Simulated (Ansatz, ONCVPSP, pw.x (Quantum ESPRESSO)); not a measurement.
What a changed setting does to a pw.x run (fcc W)

Potential: optimised norm-conserving Vanderbilt (ONCV), ONCVPSP 4.0.1.1 (patched build), PBE; core [Kr] 4d10 4f14, reference 5s2 5p6 5d4 6s2; waves: 5s+6s: rc 1.65 bohr, ncon 3, nbas 7, qcut 5.9 1/bohr, 2 projectors; 5p: rc 1.55 bohr, ncon 5, nbas 8, qcut 8.4 1/bohr, 3 projectors, debl 1.4 Ha; 5d: rc 2.35 bohr, ncon 4, nbas 8, qcut 6 1/bohr, 2 projectors, debl 1.5 Ha; local part: polynomial inside 1.35 bohr (lpopt 3, dvloc0 0 Ha); core correction: Teter function, parameters optimised by the program. In the p channel the program set the typed energies aside and used -1.588, 0.250, 1.650 Ha.

The reference run (k-mesh 14³, cutoffs 85/340 Ry, Fermi–Dirac 0.01 Ry, mixing_beta 0.4, conv_thr 1e-9, no spin) gives -2.95 GPa at 16.478 Å³/atom, where all-electron LAPW gives -0.06 GPa. This run, with its own iteration cap, changes k-mesh points per axis to 3.

```
&control
  calculation='scf', prefix='x', pseudo_dir='./', outdir='./tmp', tstress=.true., disk_io='none'
/
&system
  ibrav=0, nat=1, ntyp=1, ecutwfc=85, ecutrho=340, nbnd=15,
  occupations='smearing', smearing='fd', degauss=0.01
/
&electrons
  conv_thr=1e-09, mixing_beta=0.4, electron_maxstep=60
/
ATOMIC_SPECIES
W 1.0 W.UPF
CELL_PARAMETERS angstrom
  0.00000000 2.01972156 2.01972156
  2.01972156 0.00000000 2.01972156
  2.01972156 2.01972156 0.00000000
ATOMIC_POSITIONS crystal
W 0.0000 0.0000 0.0000
K_POINTS automatic
3 3 3 0 0 0
```

```bash
pw.x < W.scf.in > W.scf.out
```

**Question.** How does the run end?

**Answer.** It converges in 7 iterations; the free energy moves by +370.8 meV/atom and the pressure by +7.25 GPa.

```
Message from routine setup:
     using ibrav=0 with symmetry is DISCOURAGED, use correct ibrav instead
     lattice parameter (alat)  =       5.3977  a.u.
     unit-cell volume          =     111.1991 (a.u.)^3
     number of electrons       =        14.00
     number of Kohn-Sham states=           15
     kinetic-energy cutoff     =      85.0000  Ry
     charge density cutoff     =     340.0000  Ry
     scf convergence threshold =      1.0E-09
     Exchange-correlation= PBE
     number of k points=     4  Fermi-Dirac smearing, width (Ry)=  0.0100
     iteration #  1     ecut=    85.00 Ry     beta= 0.40
     total energy              =    -147.77512498 Ry
     estimated scf accuracy    <       0.03700988 Ry
     iteration #  2     ecut=    85.00 Ry     beta= 0.40
     total energy              =    -147.77567854 Ry
     estimated scf accuracy    <       0.00590309 Ry
     iteration #  3     ecut=    85.00 Ry     beta= 0.40
     total energy              =    -147.77634722 Ry
     estimated scf accuracy    <       0.00036626 Ry
     iteration #  4     ecut=    85.00 Ry     beta= 0.40
     total energy              =    -147.77636284 Ry
     estimated scf accuracy    <       0.00000235 Ry
     iteration #  5     ecut=    85.00 Ry     beta= 0.40
     total energy              =    -147.77636368 Ry
     estimated scf accuracy    <       0.00000030 Ry
     iteration #  6     ecut=    85.00 Ry     beta= 0.40
     total energy              =    -147.77636370 Ry
     estimated scf accuracy    <          4.3E-09 Ry
     iteration #  7     ecut=    85.00 Ry     beta= 0.40
     the Fermi energy is    20.9192 ev
!    total energy              =    -147.77636370 Ry
     estimated scf accuracy    <          7.8E-10 Ry
     smearing contrib. (-TS)   =      -0.00783583 Ry
     The total energy is F=E-TS. E is the sum of the following terms:
     one-electron contribution =     -17.83708933 Ry
     hartree contribution      =      16.61309802 Ry
     xc contribution           =     -28.82135722 Ry
     ewald contribution        =    -117.72317934 Ry
     convergence has been achieved in   7 iterations
          total   stress  (Ry/bohr**3)                   (kbar)     P=       43.06
     Message from routine punch:
     Nothing written, as per user request (disk_io='none')
```

The run took about 1.7 s on one core of a shared host (Neoverse-N1, 64 threads, 498 GiB, load 17).
